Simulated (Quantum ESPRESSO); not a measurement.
# Nb in Quantum ESPRESSO: the effect of target pressure

Crystal: Nb.

```
Nb
1.0
     2.71964    0.00000    0.00000
     0.00000    2.71964    0.00000
     0.00000    0.00000    2.71964
Nb
1
Direct
  0.50000 0.50000 0.50000
```

The cell was built by a generator and needn't be a form met in nature.

Alike in all runs:

* Program: Quantum ESPRESSO 7.5
* Task: phonons
* Functional: PBEsol
* Potentials or basis: PseudoDojo 0.4.1 SR PBEsol standard
* Cutoff: 1116 eV
* Density cutoff: 4463 eV
* k mesh: 8 × 8 × 8
* Occupations: cold, width 0.2 eV
* Spin: no spin polarisation

Each run relaxes the cell or the atoms first.

| target pressure | relaxed volume (Å³/atom) | highest phonon frequency (cm⁻¹) |
| --- | --- | --- |
| 0 GPa | 19.18 | 206 |
| 5 GPa | 18.58 | 220 |
| 10 GPa | ? | ? |
| 20 GPa | 17.21 | 253 |
| 40 GPa | 15.93 | 286 |

Q: What does the run with target pressure 10 GPa give?

A: Relaxed volume 18.06 Å³/atom; highest phonon frequency 232 cm⁻¹.

Worked out: In Murnaghan's law V^(-B') rises as a straight line in P. The other rows fit best with B' = 3.7, V0 = 19.18 Å³/atom and B0 = 150 GPa, which gives 18.07 Å³/atom at 10 GPa, against the run's 18.06. A parabola through the other rows of the highest phonon frequency, of slope 2.34 cm⁻¹ per GPa there, gives 232 cm⁻¹, against the run's 232.

Caveats: the mesh is thin for the phonons of a metal; some modes are imaginary; the cell is more than 3 GPa from zero pressure, which shifts response properties (some runs); the volume moved by over 15 % at a fixed basis, so the end points are rough (some runs).
